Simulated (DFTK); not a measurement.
A run of DFTK 0.8.2 is set up as follows.

File run.jl:

```julia
using DFTK
using PseudoPotentialData
using Unitful, UnitfulAtomic
using LinearAlgebra, Printf
include("save.jl")
disable_threading()

# lattice vectors are the columns
lattice = austrip(1u"Å") * [  2.5539396017  -1.2769698009            0.0;
                      0.0   2.2117765748            0.0;
                      0.0            0.0       4.226855]
symbols   = [:N, :N, :B, :B]
positions = [[0.3333333333, 0.6666666667, 0.125276],
             [0.6666666667, 0.3333333333, 0.625276],
             [0.3333333333, 0.6666666667, 0.499724],
             [0.6666666667, 0.3333333333, 0.999724]]
pseudopotentials = PseudoFamily("dojo.nc.sr.pbesol.v0_4_1.standard.upf")
elements = Dict(s => ElementPsp(s, pseudopotentials) for s in unique(symbols))
atoms    = [elements[s] for s in symbols]

build_model(lattice, positions; symmetries=true) =
    model_DFT(lattice, atoms, positions;
              functionals=PBEsol(),
              temperature=austrip(0.05u"eV"),
              smearing=Smearing.FermiDirac(),
              symmetries)
Ecut  = 42.0  # hartree
kgrid = [12, 12, 6]
tol   = 1e-6
to_GPa = ustrip(uconvert(u"GPa", 1u"hartree/bohr^3"))

model = build_model(lattice, positions)
basis = PlaneWaveBasis(model; Ecut, kgrid)
display(basis)
scfres = self_consistent_field(basis;
                               tol,
                               nbandsalg=AdaptiveBands(model; n_bands_converge=13))
display(scfres.energies)
@printf "Fermi level: %.6f eV\n" ustrip(auconvert(u"eV", something(scfres.εF, NaN)))
forces = compute_forces_cart(scfres)
println("Forces (eV/Å)")
for (s, f) in zip(symbols, forces)
    @printf "%-3s %12.6f %12.6f %12.6f\n" s ustrip.(auconvert.(u"eV/Å", f))...
end
stress = compute_stresses_cart(scfres)
println("Stress (GPa)")
display(round.(stress * to_GPa; digits=4))
println("Levels at the first k-point (eV): ", round.(ustrip.(auconvert.(u"eV", scfres.eigenvalues[1][1:scfres.n_bands_converge])); digits=4))
save_scf!(scfres; forces, stress)
```

Potentials or basis: dojo.nc.sr.pbesol.v0_4_1.standard.upf (PBEsol).

The run is started by

```sh
$ julia --threads=1 run.jl  # save.jl only writes the numbers to a file and isn't shown; printed stress counts tension as positive; times include loading and compiling
```

(1) Estimate the pressure.

(2) What does it give for the band gap on the k mesh?

(3) Predict the largest force.

Answers

(1) -5.3 GPa.

(2) 5.04 eV, indirect (least direct gap 8.21 eV).

(3) 0.009 eV/Å.
